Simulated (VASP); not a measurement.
A run of VASP 6.6.1:

Contents of INCAR:

```
ALGO = Normal ; EDIFF = 1E-6
ENCUT = 520 ; GGA = PE
GGA_COMPAT = False ; ISIF = 2
ISMEAR = 0 ; LASPH = True
LCHARG = True ; LORBIT = 11
LORBMOM = True ; LREAL = False
LSORBIT = True ; LVHAR = True
LWAVE = False ; MAGMOM = 0 0 0
NBANDS = 14 ; NELM = 150
PREC = Accurate ; SIGMA = 0.05
```

Contents of KPOINTS:

```
k-points
0
Gamma
  18 18 18
```

POSCAR

```
Li
1.0
   -1.7180705895      1.7180705895      1.7180705895
    1.7180705895     -1.7180705895      1.7180705895
    1.7180705895      1.7180705895     -1.7180705895
Li
1
Direct
    0.0000000000      0.0000000000      0.0000000000
```

Potentials or basis: VASP PAW PBE potentials, release 64 (Li_sv).

Command:

```bash
$ cat potpaw_PBE.64/Li_sv/POTCAR > POTCAR
$ mpirun -np 1 vasp_ncl > vasp.out
```

Hardware: 1 thread of AMD EPYC 9R14 (Zen 4) (shared host).

Task: How long does it take, and how much memory?

Result: Run time: 54 s on 1 thread of AMD EPYC 9R14 (Zen 4), on a shared host, peak memory 0.2 GiB. Counts: scf iterations 11, k points 195.
